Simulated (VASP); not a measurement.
Write the native input for VASP 6.6.1 that does the following.

```yaml
Task: single point
Functional: PBE
Dispersion: D4
Potentials_or_basis: VASP PAW PBE potentials, release 64 (Mg, Se)
Cutoff: 520 eV
k_mesh: 5 × 5 × 5
Occupations: gaussian, width 0.01 eV
Spin: no spin polarisation
Dipole_correction: no
Further_INCAR_settings: ALGO = Fast; EDIFF = 1e-06; NBANDS = 11
```

The structure of MgSe lies in POSCAR:

```
MgSe
1.0
    0.0000000000      2.7345548838      2.7345548838
    2.7345548838      0.0000000000      2.7345548838
    2.7345548838      2.7345548838      0.0000000000
Mg Se
1 1
Direct
    0.0000000000      0.0000000000      0.0000000000
    0.5000000000      0.5000000000      0.5000000000
```

These files were run (other wordings do the same):

INCAR

```
SYSTEM = MgSe
PREC = Accurate
ENCUT = 520
EDIFF = 1E-6
ISMEAR = 0
SIGMA = 0.01
LREAL = .False.
LASPH = .True.
NELM = 100
ALGO = Fast
ISIF = 2
LWAVE = .False.
LCHARG = .True.
GGA = PE
IVDW = 13
LELF = .True.
LVHAR = .True.
NBANDS = 11
```

KPOINTS

```
regular mesh
0
Gamma
  5 5 5
  0 0 0
```

Potentials or basis: VASP PAW PBE potentials, release 64 (Mg, Se).

Run with:

```sh
$ cat potpaw_PBE.64/Mg/POTCAR potpaw_PBE.64/Se/POTCAR > POTCAR
$ mpirun -np 1 vasp_std > vasp.out
```

It gave:

```
Pressure                   : -1.0 GPa
Band gap on the k mesh     : 2.18 eV, indirect (least direct gap 2.53 eV)
Dispersion energy per atom : -0.302 eV
```

Caveat: an odd mesh through Γ misses points on the zone boundary, where band edges often lie.

Run time: 12 s on 1 thread of Intel(R) Xeon(R) Platinum 8375C CPU @ 2.90GHz (Ice Lake), with other jobs on the host, peak memory 0.16 GiB.
